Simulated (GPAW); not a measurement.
# Collinear magnetic orders of 1 ML Fe on Re(0001), fcc site, 3 substrate layers with GPAW

A self-consistent run ends on one state, which hangs on the start. Several orders of 1 ML Fe on Re(0001), fcc site, 3 substrate layers are started in GPAW and their energies compared.

Program: GPAW 26.7.0. Level of theory: PBE; plane waves with GPAW's PAW setups, scalar-relativistic. Results are calculated unless marked as measured.

## Step 1: Set-up

The cell holds 4 atoms: 3 Re and 1 Fe. Its edges and angles: a = 2.761 Å, b = 2.761 Å, c = 20.563 Å, α = 90.0°, β = 90.0°, γ = 120.0°. pseudomorphic film on the substrate's lattice, hard-sphere layer spacings, unrelaxed, 14 A of vacuum. Vacuum lies along c.

## Step 2: Run 1 (ferro +)

Parallel moments need no larger cell; this start tests for a ferromagnetic state only.

The input, order1.py:

```python
import json
import numpy as np
from ase import Atoms
from ase.parallel import paropen, parprint
from gpaw import GPAW

atoms = Atoms(['Re', 'Re', 'Re', 'Fe'],
    cell=[[2.7608, 0.0, 0.0],
         [-1.3804, 2.390923, 0.0],
         [0.0, 0.0, 20.563204]],
    scaled_positions=[[0.0, 0.0, 0.340414],
         [0.666667, 0.333333, 0.448816],
         [0.0, 0.0, 0.557219],
         [0.333333, 0.666667, 0.659586]],
    pbc=True,
    magmoms=[0.0, 0.0, 0.0, 2.8])
atoms.calc = GPAW(mode={'name': 'pw', 'ecut': 500},
    xc='PBE',
    kpts={'size': (14, 14, 1), 'gamma': True},
    occupations={'name': 'fermi-dirac', 'width': 0.05},
    convergence={'density': 1e-05, 'energy': 1e-05},
    maxiter=250,
    symmetry={'tolerance': 1e-4},
    txt='order1.txt')
e = atoms.get_potential_energy(force_consistent=True)
res = {'free_energy': e, 'energy_sigma0': atoms.get_potential_energy(), 'fermi_energy': atoms.calc.get_fermi_level()}
res['moments'] = atoms.get_magnetic_moments().tolist()
res['total'] = atoms.get_magnetic_moment()
parprint('site moments (muB):', np.round(res['moments'], 3))
parprint(f"total moment: {res['total']:.3f} muB")
parprint(f'free energy: {e:.6f} eV')
atoms.calc.write('order1.gpw')
with paropen('results.json', 'w') as f:
    json.dump(res, f)
```

Command:

```console
$ OMP_NUM_THREADS=1 mpirun -n 4 gpaw python order1.py > order1.log
```

Numbers of over 12 decimals in the logs are rounded to 6 here.

The log of the run:

```text
site moments (muB): [-0.085 -0.012 -0.151  2.542]
total moment: 2.315 muB
free energy: -41.402658 eV

--- order1.txt ---
Input parameters:
  mode=PW(ecut=500),
  convergence={'density': 1e-05, 'energy': 1e-05},
  kpts=MonkhorstPack(size=(14, 14, 1), gamma=True),
  maxiter=250,
  occupations=Occupations(name='fermi-dirac', width=0.05),
  symmetry=Symmetry(tolerance=0.0001),
  xc=XC(name='PBE')

Diagonalizing LCAO Hamiltonian
Converting LCAO to pw mode

        Fe

       Re

           Re

       Re

Atoms  # Å, Bohr magnetons
|   | symbol |         x |        y |         z |    initial magnetic moments |
|---|--------|-----------|----------|-----------|-----------------------------|
| 0 |     Re |  0.000000 | 0.000000 |  7.000003 | ( 0.0000,  0.0000,  0.0000) |
| 1 |     Re |  1.380401 | 0.796974 |  9.229095 | ( 0.0000,  0.0000,  0.0000) |
| 2 |     Re |  0.000000 | 0.000000 | 11.458208 | ( 0.0000,  0.0000,  0.0000) |
| 3 |     Fe | -0.000001 | 1.593949 | 13.563201 | ( 0.0000,  0.0000,  2.8000) |

Unit cell  # Å
| periodic |         x |        y |         z |   lengths |     angles |
|----------|-----------|----------|-----------|-----------|------------|
|      yes |  2.760800 | 0.000000 |  0.000000 |  2.760800 |  90.000000 |
|      yes | -1.380400 | 2.390923 |  0.000000 |  2.760800 |  90.000000 |
|      yes |  0.000000 | 0.000000 | 20.563204 | 20.563204 | 119.999999 |

Number of symmetries: 6

BZ-sampling:
  Number of BZ points: 196
  Number of IBZ points: 24

  Monkhorst-Pack size: [14, 14, 1]
  Monkhorst-Pack shift: [0.035714, 0.035714, 0.0]

K-points  # in reciprocal-cell coordinates
|     |                                coordinates |     weight |
|-----|--------------------------------------------|------------|
|   0 | (  0.00000000,   0.00000000,   0.00000000) | 0.00510204 |
|   1 | (  0.07142857,   0.00000000,   0.00000000) | 0.03061224 |
|   2 | (  0.14285714,  -0.07142857,   0.00000000) | 0.03061224 |
|   3 | (  0.14285714,   0.00000000,   0.00000000) | 0.03061224 |
|   4 | (  0.21428571,  -0.07142857,   0.00000000) | 0.06122449 |
|   5 | (  0.21428571,   0.00000000,   0.00000000) | 0.03061224 |
|   6 | (  0.28571429,  -0.14285714,   0.00000000) | 0.03061224 |
|   7 | (  0.28571429,  -0.07142857,   0.00000000) | 0.06122449 |
|   8 | (  0.28571429,   0.00000000,   0.00000000) | 0.03061224 |
|   9 | (  0.35714286,  -0.14285714,   0.00000000) | 0.06122449 |
| ... |                                            |            |
|  23 | (  0.50000000,   0.50000000,   0.00000000) | 0.01530612 |

Plane wave coefficients: 3505
Cutoff: 500.0 eV

Spin-components: 2 (collinear spins)
Bands:           34
Projectors:      24
Spin-degeneracy: 1
Datatype:        complex128

Parallelization:
  kpt:    4
  domain: 1
  band:   1

Density:
  Valence electrons: 47.0
  Components: 2
  Grid points: [ 15  15 108]
  Charge: 0.0  # |e|

Potential:
  Grid points: [ 15  15 108]

species:
  Re:
    name:    Rhenium
    Z:       75.0
    valence: 13
    core:    62
    charge:  0.0  # [|e|]
    compensation charges:
      type: gauss
      rc: 0.42  # [Å]
      lmax: 2
    cutoffs:
      filter: 2.40  # [Å]
      core: 2.76  # [Å]
    projectors
    | kind |    occ | energy [eV] | rcut [Å] |
    |------|--------|-------------|----------|
    |   6s |  2.000 |      -5.924 |    1.376 |
    |   5p |  6.000 |     -47.045 |    1.376 |
    |   6p |  0.000 |      -1.325 |    1.376 |
    |   5d |  5.000 |      -5.383 |    1.307 |
    |    s |        |      21.287 |    1.376 |
    |    d |        |      21.828 |    1.307 |

    Using partial waves for Re as LCAO basis

  Fe:
    name:    Iron
    Z:       26.0
    valence: 8
    core:    18
    charge:  0.0  # [|e|]
    compensation charges:
      type: gauss
      rc: 0.33  # [Å]
      lmax: 2
    cutoffs:
      filter: 2.06  # [Å]
      core: 2.67  # [Å]
    projectors
    | kind |    occ | energy [eV] | rcut [Å] |
    |------|--------|-------------|----------|
    |   4s |  2.000 |      -5.291 |    1.164 |
    |   4p |  0.000 |      -1.326 |    1.058 |
    |   3d |  6.000 |      -7.505 |    1.058 |
    |    s |        |      21.920 |    1.164 |
    |    p |        |      25.885 |    1.058 |
    |    d |        |      19.706 |    1.058 |

    Using partial waves for Fe as LCAO basis

Reference energy: -1395682.121147  # eV

eigensolver:
  PPCG
  Converge bands: occupied
  niter=2

density mixing:
  MSR1-Mixer
  Pratt-step length: 0.05
  Maximum mixing coefficient: 0.75
  Old densities: 10
  SVD Regularization: 0.005
  Good broyden scale: 1.0
  Trust region scale: 1.0
  Backstep threshold: 4.0
  History deletion threshold: 6.0
  Fourier metric: weight=20.0, sigma=0.015

occupation numbers:
  Fermi-Dirac:
    width: 0.0500  # eV

poisson solver:
  ecut: 4000.0  # eV

xc functional:
  name: PBE with 2 nearest neighbor stencil

convergence criteria:
- Maximum integral of absolute [dens]ity change: 1e-05 electrons / valence electron
- Maximum [total energy] change in last 3 cyles: 1e-05 eV / valence electron
- Maximum integral of absolute [eigenst]ate change: 4e-08 eV^2 / valence electron
maximum number of iterations: 250

SCF iterations
|iter     |      energy | eigst |  dens |  magmom |
|---------|-------------|-------|-------|---------|
|iter:   1|       0s |  -43.377503 | +0.35 |       |  +2.8030|
|iter:   2|       1s |  -51.468597 | -0.80 | -0.90 |  +2.7461|
|iter:   3|       2s |  -42.330818 | -1.24 | -0.68 |  +2.7606|
|iter:   4|       2s |  -41.978618 | -1.97 | -1.11 |  +2.7067|
|iter:   5|       3s |  -41.725508 | -1.98 | -1.13 |  +2.6464|
|iter:   6|       4s |  -41.550772 | -1.97 | -1.24 |  +2.5803|
|iter:   7|       4s |  -41.425240 | -2.42 | -1.33 |  +2.5525|
|iter:   8|       5s |  -41.393273 | -2.26 | -1.39 |  +2.4971|
|iter:   9|       6s |  -41.379191 | -2.02 | -1.46 |  +2.4391|
|iter:  10|       7s |  -41.325903 | -2.28 | -1.49 |  +2.3901|
|iter:  11|       7s |  -41.330317 | -2.89 | -1.75 |  +2.3572|
|iter:  12|       8s |  -41.347713 | -3.00 | -1.81 |  +2.2929|
|iter:  13|       9s |  -41.361883 | -3.21 | -1.94 |  +2.2544|
|iter:  14|       9s |  -41.367981 | -3.16 | -1.98 |  +2.2200|
|iter:  15|      10s |  -41.371737 | -3.61 | -2.40 |  +2.2128|
|iter:  16|      11s |  -41.378331 | -3.49 | -2.36 |  +2.2352|
|iter:  17|      12s |  -41.376756 | -3.43 | -2.32 |  +2.2644|
|iter:  18|      12s |  -41.377000 | -3.46 | -2.37 |  +2.2843|
|iter:  19|      13s |  -41.374211 | -3.81 | -2.33 |  +2.2846|
|iter:  20|      14s |  -41.373842 | -5.12 | -2.75 |  +2.2975|
|iter:  21|      14s |  -41.373812c| -5.72 | -3.41 |  +2.3047|
|iter:  22|      15s |  -41.373788c| -6.12 | -3.62 |  +2.3071|
|iter:  23|      16s |  -41.373808c| -6.49 | -3.82 |  +2.3104|
|iter:  24|      17s |  -41.373773c| -6.99 | -3.76 |  +2.3129|
|iter:  25|      17s |  -41.373784c| -7.36 | -3.87 |  +2.3137|
|iter:  26|      18s |  -41.373777c| -7.83c| -4.39 |  +2.3142|
|iter:  27|      19s |  -41.373778c| -7.58c| -4.70 |  +2.3145|
|iter:  28|      19s |  -41.373777c| -8.09c| -5.13c|  +2.3146|

Converged in 28 steps
Energy contributions relative to reference atoms: (reference = -1395682.121147)

Energy contributions:
  Kinetic:           4.721494
  Coulomb:          -9.986230
  Zero:              0.225835
  External:          0.000000
  Xc:              -36.305996
  Entropy:          -0.057762
  Spinorbit:         0.000000
  ----------------------------
  Free energy:     -41.402658
  Extrapolated:    -41.373777

dipole moment: (-7.935087, -17.372675, 0.053375)  # |e|*Ang

Total magnetic moment: (0.000000, 0.000000, 2.314646)

Local magnetic moments
|        x |        y |         z |
|----------|----------|-----------|
| 0.000000 | 0.000000 | -0.084793 |  # Re   0
| 0.000000 | 0.000000 | -0.012056 |  # Re   1
| 0.000000 | 0.000000 | -0.150779 |  # Re   2
| 0.000000 | 0.000000 |  2.542161 |  # Fe   3

Fermi level: 2.921
Eigenvalues  # (at kpt = [0.000, 0.000, 0.000])
| band index |      eig [eV] | occ [0-1] |      eig [eV] | occ [0-1] |
|------------|---------------|-----------|---------------|-----------|
|          0 |       -39.405 |     1.000 |       -39.456 |     1.000 |
|        ... |               |           |               |           |
|         18 |         0.954 |     1.000 |         1.341 |     1.000 |
|         19 |         1.039 |     1.000 |         1.920 |     1.000 |
|         20 |         1.299 |     1.000 |         1.920 |     1.000 |
|         21 |         1.299 |     1.000 |         2.401 |     1.000 |
|         22 |         1.742 |     1.000 |         2.847 |     0.815 |
|         23 |         1.742 |     1.000 |         2.847 |     0.815 |
|         24 |         2.152 |     1.000 |         2.887 |     0.662 |
|         25 |         2.152 |     1.000 |         3.467 |     0.000 |
|         26 |         2.509 |     1.000 |         3.929 |     0.000 |
|         27 |         3.403 |     0.000 |         3.929 |     0.000 |
|         28 |         3.892 |     0.000 |         4.051 |     0.000 |
|         29 |         3.892 |     0.000 |         4.052 |     0.000 |
|         30 |         5.297 |     0.000 |         5.274 |     0.000 |
|         31 |         5.297 |     0.000 |         5.274 |     0.000 |
|         32 |         6.072 |     0.000 |         6.068 |     0.000 |
|         33 |         6.072 |     0.000 |         6.068 |     0.000 |

No gap
No difference between direct/indirect transitions
```

Wall time 23 s (4 MPI ranks of AMD EPYC 9R45, shared host); peak memory 1 GiB; 91 s of CPU time.

Spin moment in the augmentation sphere by atom:

```tsv
atom	spin moment in the augmentation sphere (μB)
Re1	-0.08
Re2	-0.01
Re3	-0.15
Fe4	2.54
```

This step gave:

- magnetization: 2.315 μB
- final state: ferromagnetic

After 28 cycles the largest moment stands at 2.54 μB.

(Part 1 of 2 ends here.)

[Logs and program files are shortened in this print: banners, set-up blocks, solver, clock and traceback lines can be left out without a mark of their own.]

[Logs are printed without paths, hosts, clocks, repeated set-up lines and the standing remarks that a program may print on its own settings, such as how far it seeks lower states.]

[Hosts, paths, dates, database ids (printed as entryN), source tags and the programs' standing remarks are cut or masked in the printed files.]

[Where a cell is said to come from a database of computed structures, the database is the Materials Project.]
